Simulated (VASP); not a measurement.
Calculation: optB88-vdW, VASP's PBE PAW potentials (set 64) (plane waves; VASP).

VASP ran on this input.

### INCAR
```
SYSTEM = Li2O
PREC = Accurate
ENCUT = 520
EDIFF = 1E-7
NELM = 100
ALGO = Normal
LREAL = .FALSE.
LASPH = .TRUE.
ISMEAR = 0
SIGMA = 0.05
GGA = BO
PARAM1 = 0.1833333333
PARAM2 = 0.22
LUSE_VDW = .TRUE.
AGGAC = 0.0
LWAVE = .FALSE.
LCHARG = .FALSE.
ISIF = 2
```

### POSCAR
```
Li2O
1
    0.0000000000     2.2767332582     2.2767332582
    2.2767332582     0.0000000000     2.2767332582
    2.2767332582     2.2767332582     0.0000000000
Li O
2 1
Direct
  0.2500000000   0.2500000000   0.2500000000
  0.7500000000   0.7500000000   0.7500000000
  0.0000000000   0.0000000000   0.0000000000
```

File KPOINTS:
```
Automatic mesh
0
Gamma
8 8 8
0 0 0
```

POTCAR, in this order: Li_sv O (PBE.64 set). Program: vasp_std.

The resulting files:

**OSZICAR**
```
       N       E                     dE             d eps       ncg     rms          rms(c)
DAV:   1     0.393242506305E+02    0.39324E+02   -0.62440E+03   588   0.130E+03
DAV:   2    -0.857942807840E+01   -0.47904E+02   -0.44834E+02   682   0.225E+02
DAV:   3    -0.132484073260E+02   -0.46690E+01   -0.46541E+01  1048   0.587E+01
DAV:   4    -0.132928081127E+02   -0.44401E-01   -0.44376E-01   744   0.709E+00
DAV:   5    -0.132930484983E+02   -0.24039E-03   -0.24037E-03   860   0.442E-01    0.797E+00
DAV:   6    -0.113401989513E+02    0.19528E+01   -0.10592E+01   582   0.210E+01    0.286E+00
DAV:   7    -0.113170923872E+02    0.23107E-01   -0.23684E-01   652   0.434E+00    0.149E+00
DAV:   8    -0.113144492264E+02    0.26432E-02   -0.67455E-02   680   0.316E+00    0.372E-01
DAV:   9    -0.113133075417E+02    0.11417E-02   -0.79747E-03   762   0.840E-01    0.113E-01
DAV:  10    -0.113138006352E+02   -0.49309E-03   -0.95718E-04   640   0.289E-01    0.792E-02
DAV:  11    -0.113137472188E+02    0.53416E-04   -0.11446E-04   700   0.132E-01    0.138E-02
DAV:  12    -0.113137492678E+02   -0.20489E-05   -0.74540E-06   674   0.301E-02    0.915E-04
DAV:  13    -0.113137496599E+02   -0.39214E-06   -0.75186E-07   734   0.803E-03    0.957E-04
DAV:  14    -0.113137497414E+02   -0.81447E-07   -0.30059E-08   482   0.199E-03
   1 F= -.11313750E+02 E0= -.11313750E+02  d E =-.835439E-19
```

**OUTCAR**
```
------------------------ aborting loop because EDIFF is reached ----------------------------------------
  FORCE on cell =-STRESS in cart. coord.  units (eV):
  Direction    XX          YY          ZZ          XY          YZ          ZX
  --------------------------------------------------------------------------------------
  Total        0.3999974      0.3999974      0.3999974     -0.0000000     -0.0000000      0.0000000
  in kB       27.1519655     27.1519655     27.1519655     -0.0000000     -0.0000000      0.0000000
  external PRESSURE =      27.1519655 kB  Pullay stress =       0.0000000 kB
  volume of cell :       23.60
      direct lattice vectors                 reciprocal lattice vectors
     0.000000000  2.276733258  2.276733258    -0.219612903  0.219612903  0.219612903
     2.276733258  0.000000000  2.276733258     0.219612903 -0.219612903  0.219612903
     2.276733258  2.276733258  0.000000000     0.219612903  0.219612903 -0.219612903
 POSITION                                       TOTAL-FORCE (eV/Angst)
 -----------------------------------------------------------------------------------
      1.13837      1.13837      1.13837        -0.000000     -0.000000      0.000000
      3.41510      3.41510      3.41510         0.000000      0.000000     -0.000000
      0.00000      0.00000      0.00000        -0.000000      0.000000     -0.000000
 -----------------------------------------------------------------------------------
    total drift:                               -0.000000      0.000000      0.000000
  FREE ENERGIE OF THE ION-ELECTRON SYSTEM (eV)
  ---------------------------------------------------
  free  energy   TOTEN  =       -11.3137497414 eV

  energy  without entropy=      -11.3137497414  energy(sigma->0) =      -11.31374974
```
(Selected blocks of OUTCAR.)

The compound is Li2O in the antifluorite structure. This cell is one point of a volume scan, at 0.97 of the reference volume.
